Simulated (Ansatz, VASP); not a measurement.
## Ta: VASP beside Ansatz

```xyz
2
Lattice="3.1243 0.0000 0.0000 -1.5622 2.7058 0.0000 0.0000 0.0000 4.4522" Properties=species:S:1:pos:R:3 pbc="T T T"
Ta    1.5622    0.9019    3.3391
Ta    0.0000    1.8038    1.1130
```

Alike in both runs: task single point; functional PBEsol; k mesh 21 × 21 × 10; occupations gaussian, width 0.15 eV; no spin polarisation.

|  | VASP | Ansatz |
| --- | --- | --- |
| version | VASP 6.6.1 | Ansatz 0.2.0 |
| potentials or method | VASP PAW PBE potentials, release 64 (Ta_pv) | scalar-relativistic, plane waves, PAW |
| plane-wave cutoff (eV) | 520 | 420 |
| valence electrons in the cell | 22 | 26 |

|  | VASP | Ansatz | Ansatz less VASP |
| --- | --- | --- | --- |
| gap on the k mesh at the Fermi level (eV) | none | none | - |
| pressure (GPa) | -5.4 | -5.5 | -0.12 |
| largest component of the traceless stress (GPa) | 5.25 | 5.26 | +0.010 |

A gap of «none» marks a metal or a gap that the smearing closes. With one functional, cell and mesh, what is left measures potentials, basis and numerics. The two sets of potentials don't hold the same shells in valence.

Caveats: the PAW data sets were made with another functional, which shifts forces and pressure a little (VASP). The runs have no spin-orbit coupling, so splittings on Ta are missing.
